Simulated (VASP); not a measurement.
Wanted: the native input for a VASP 6.6.1 run.

- Task: single point
- Functional: PBE
- Potentials or basis: VASP PAW PBE potentials, release 64 (Si, C)
- Cutoff: 520 eV
- k mesh: 2 × 2 × 2, shifted
- Occupations: gaussian, width 0.02 eV
- Spin: no spin polarisation
- Dipole correction: no
- Further INCAR settings: LREAL = Auto; ALGO = Fast; EDIFF = 1e-06; NBANDS = 88

The structure of Si32C (a cell with a defect) lies in POSCAR:

```
Si32C
1.0
   -5.4696767048      5.4696767048     -5.4696767048
    5.4696767048      5.4696767048      5.4696767048
    5.4696767048     -5.4696767048     -5.4696767048
Si C
32 1
Direct
    0.2467670528      0.7442235108      0.7535726922
   -0.0046911365      0.0028368221      0.7443662066
    0.4988201583      0.7457979183      0.4960535414
    0.7622245747      0.2649761729      0.7602968556
    0.2568929712      0.0036831244      0.5454666082
    0.4974880869      0.5003533385      0.7448802223
   -0.0008958482      0.2530366189      0.4948529220
    0.7565917006      0.7468796092      0.2446182969
    0.5143781163     -0.0064785365      0.2529775661
    0.7409590582      0.4946838078      0.4917319880
    0.0031490892      0.7831986662     -0.0104050025
    0.2275793556      0.2272392990      0.2243500057
    0.0029896648      0.5065155858      0.2509523093
    0.7421826223      0.0023748204     -0.0015491775
    0.4993760413      0.2561068187      0.0044084872
    0.2523034860      0.5069972413      0.0024698900
    0.2484479565      0.4965791667      0.7501866603
   -0.0078770652      0.7471450728      0.7304722410
    0.4847383389      0.4826225831      0.4845376871
    0.7474576142      0.0030198311      0.7503092452
    0.2525802848      0.7442184830      0.5099396455
    0.5136973631      0.2633604466      0.7640590524
   -0.0047453445      0.0029620581      0.4963099551
    0.7525711705      0.5003895381      0.2501231926
    0.5113655068      0.7463220809      0.2492736909
    0.7516394884      0.2530125773      0.5028849324
    0.0155204786      0.5335780627      0.0141102490
    0.2828968847     -0.0566374425      0.3027643295
   -0.0048194805      0.2523327382      0.2431215905
    0.7467264923      0.7524179622     -0.0061816268
    0.4916276857      0.0015303464     -0.0012152455
    0.2452541663      0.2538034833     -0.0069084522
    0.1819792199      0.0041395500      0.1575015392
```

One way to write it, as run:

INCAR

```
PREC = Accurate ; ENCUT = 520
EDIFF = 1E-6 ; ISMEAR = 0
SIGMA = 0.02 ; LREAL = Auto
LASPH = True ; NELM = 100
ALGO = Fast ; ISIF = 2
LWAVE = False ; LCHARG = False
GGA = PE ; NBANDS = 88
```

KPOINTS

```
Automatic mesh
0
Gamma
  2 2 2
  0.5 0.5 0.5
```

Potentials or basis: VASP PAW PBE potentials, release 64 (Si, C).

The run is started by

```console
$ cat potpaw_PBE.64/Si/POTCAR potpaw_PBE.64/C/POTCAR > POTCAR
$ mpirun -np 1 vasp_std > vasp.out
```

Results of the run:

The pressure is 0.8 GPa, the largest force is 0.458 eV/Å and the band gap on the k mesh is 0.09 eV, indirect (least direct gap 0.21 eV).

Run time: 4.8 min on 1 thread of Intel(R) Xeon(R) 6975P-C (Granite Rapids), on a shared host, peak memory 0.75 GiB.
